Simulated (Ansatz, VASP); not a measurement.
One calculation of BaTiO3, two programs

File INCAR:

```
ALGO = Normal ; EDIFF = 1E-6
ENCUT = 520 ; GGA = PE
ISIF = 2 ; ISMEAR = -1
LASPH = True ; LCHARG = True
LDAU = True ; LDAUJ = 0 0 0
LDAUL = -1 2 -1 ; LDAUPRINT = 1
LDAUTYPE = 2 ; LDAUU = 0 7 0
LELF = True ; LMAXMIX = 4
LREAL = False ; LVHAR = True
LWAVE = False ; NBANDS = 28
NELM = 150 ; PREC = Accurate
SIGMA = 0.05
```

File KPOINTS:

```
k-points
0
Gamma
  4 4 4
```

The input POSCAR:

```
BaTiO3
1.0
    3.9998000000      0.0000000000      0.0000000000
    0.0000000000      3.9998000000      0.0000000000
    0.0000000000      0.0000000000      4.0180000000
Ba Ti O
1 1 3
Direct
    0.0000000000      0.0000000000      0.0000000000
    0.5000000000      0.5000000000      0.4900000000
    0.5000000000      0.5000000000      0.0190000000
    0.5000000000      0.0000000000      0.5170000000
    0.0000000000      0.5000000000      0.5170000000
```

Input for Ansatz:

```yaml
crystal:
  lattice:
    - [3.9998, 0.0, 0.0]
    - [0.0, 3.9998, 0.0]
    - [0.0, 0.0, 4.018]
  atoms:
    - { symbol: Ba, position: [0.0, 0.0, 0.0] }
    - { symbol: Ti, position: [0.5, 0.5, 0.49] }
    - { symbol: O, position: [0.5, 0.5, 0.019] }
    - { symbol: O, position: [0.5, 0.0, 0.517] }
    - { symbol: O, position: [0.0, 0.5, 0.517] }
basis:
  ecutwfc: 420.0
kpoints:
  mp_grid:
    grid: [4, 4, 4]
hamiltonian:
  hubbard:
    - { species: Ti, l: d, u_eff: 7.0 }
scf:
  occupations:
    method: fermi_dirac
    width: 0.05
output:
  eigenvalues: true
```

Alike in both runs: task single point; functional PBE; k mesh 4 × 4 × 4; occupations fermi-dirac, width 0.05 eV; no spin polarisation; Hubbard terms Ti d U = 7.0 eV.

```csv
,VASP,Ansatz
version,VASP 6.6.1,Ansatz 0.2.0
potentials or method,"VASP PAW PBE potentials, release 64 (Ba_sv, Ti_sv, O)","plane waves, PAW"
plane-wave cutoff (eV),520,420
valence electrons in the cell,40,40
```

```csv
,VASP,Ansatz,Ansatz less VASP
gap on the k mesh at the Fermi level (eV),2.65,2.76,+0.102
```

The programs project onto different local orbitals, so the same U acts differently.

Caveats: spin-orbit coupling is left out, which moves the levels of the heavy elements. A k mesh can miss the band edges.
